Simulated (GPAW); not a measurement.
A run of GPAW 26.7.0 is set up as follows.

Contents of run.py:

```python
import numpy as np
from ase.dft.bandgap import bandgap
from ase.io import read, write
from ase.units import GPa
from gpaw import GPAW, PW
from gpaw.spinorbit import soc_eigenstates

atoms = read('Pb.cif')

calc = GPAW(mode=PW(600),
            xc='MGGA_X_R4SCAN+MGGA_C_R2SCAN',
            kpts={'size': (9, 9, 9), 'gamma': True},
            occupations={'name': 'fermi-dirac', 'width': 0.05},
            nbands=14,
            convergence={'density': 1e-05, 'energy': 1e-05},
            maxiter=150,
            txt='gpaw.txt')
atoms.calc = calc
energy = atoms.get_potential_energy()
forces = atoms.get_forces()
stress = atoms.get_stress()
calc.write('gs.gpw')
write('result.traj', atoms)
print(f'Energy: {energy:.6f} eV')
print('Forces (eV/A):')
print(forces.round(4))
print('Stress (GPa):', (stress / GPa).round(3))
print('Fermi level:', round(calc.get_fermi_level(), 4), 'eV')
print(f'Gap: {bandgap(calc)[0]:.4f} eV, direct: {bandgap(calc, direct=True)[0]:.4f} eV')

path = atoms.cell.bandpath('GXWKGLUWLK,UX', npoints=80, eps=1e-4)
bs_calc = calc.fixed_density(kpts=path, symmetry='off', nbands=23,
                             convergence={'bands': 'CBM+6.0', 'eigenstates': 1e-6}, txt='bands.txt')
bs = bs_calc.band_structure()
bs.write('bs.json')
print(f'Gap on the path: {bandgap(bs_calc)[0]:.4f} eV')

soc = soc_eigenstates(bs_calc, theta=90, phi=0, ignore_xc_potential=True)
np.savetxt('soc_bands.dat', soc.eigenvalues(), fmt='%.4f')
mesh = soc_eigenstates('gs.gpw', theta=90, phi=0, ignore_xc_potential=True)
np.savetxt('soc_mesh.dat', mesh.eigenvalues(), fmt='%.4f')
print('Fermi level with spin-orbit coupling:', round(mesh.fermi_level, 4), 'eV')
```

File Pb.cif:

```cif
data_Pb
_cell_length_a 3.50020685
_cell_length_b 3.50020685
_cell_length_c 3.50020685
_cell_angle_alpha 60.00000000
_cell_angle_beta 60.00000000
_cell_angle_gamma 60.00000000
_space_group_name_H-M_alt 'P1'
_space_group_name_Hall 'P 1'
_space_group_IT_number 1
loop_
_space_group_symop_operation_xyz
'x,y,z'
loop_
_atom_site_label
_atom_site_type_symbol
_atom_site_symmetry_multiplicity
_atom_site_Wyckoff_symbol
_atom_site_fract_x
_atom_site_fract_y
_atom_site_fract_z
_atom_site_occupancy
Pb1 Pb 1 a 0.0000000000 0.0000000000 0.0000000000 1
```

Potentials or basis: GPAW PAW data sets (gpaw-data 1.2.1), pw.

The run is started by

```console
$ OMP_NUM_THREADS=1 python run.py
```

What does it give for the pressure?

0.6 GPa.

What does it give for the band gap along the path?

None (metal or under the smearing width).

Levels at the corners of the path, in eV from the Fermi level:
| point | band 11 | band 12 | band 13 | band 14 | band 15 | band 16 | band 17 | band 18 |
| --- | --- | --- | --- | --- | --- | --- | --- | --- |
| Γ | -12.38 | -12.38 | 4.48 | 4.48 | 9.00 | 9.00 | 9.00 | 9.00 |
| X | -7.28 | -7.28 | -3.64 | -3.64 | 1.32 | 1.32 | 3.05 | 3.05 |
| W | -7.21 | -7.21 | -2.42 | -2.41 | -0.70 | -0.70 | 0.75 | 0.75 |
| K | -7.39 | -7.39 | -2.83 | -2.83 | -0.92 | -0.92 | 3.22 | 3.22 |
| Γ | -12.38 | -12.38 | 4.48 | 4.48 | 9.00 | 9.00 | 9.00 | 9.00 |
| L | -8.70 | -8.70 | -4.42 | -4.42 | 4.36 | 4.36 | 6.96 | 6.96 |
| U | -7.39 | -7.39 | -2.83 | -2.82 | -0.92 | -0.92 | 3.23 | 3.23 |
| W | -7.21 | -7.21 | -2.42 | -2.41 | -0.70 | -0.70 | 0.75 | 0.75 |
| L | -8.70 | -8.70 | -4.42 | -4.42 | 4.36 | 4.36 | 6.96 | 6.96 |
| K | -7.39 | -7.39 | -2.83 | -2.83 | -0.92 | -0.92 | 3.22 | 3.22 |
| U | -7.39 | -7.39 | -2.83 | -2.82 | -0.92 | -0.92 | 3.23 | 3.23 |
| X | -7.28 | -7.28 | -3.64 | -3.64 | 1.32 | 1.32 | 3.05 | 3.05 |

Caveat: spin-orbit coupling was added after a scalar SCF, so levels and gaps hold it while energy, forces, pressure and moments don't; this program's spin-orbit splittings come out too wide for heavy elements; the PAW data sets were made with another functional, which shifts forces and pressure a little.
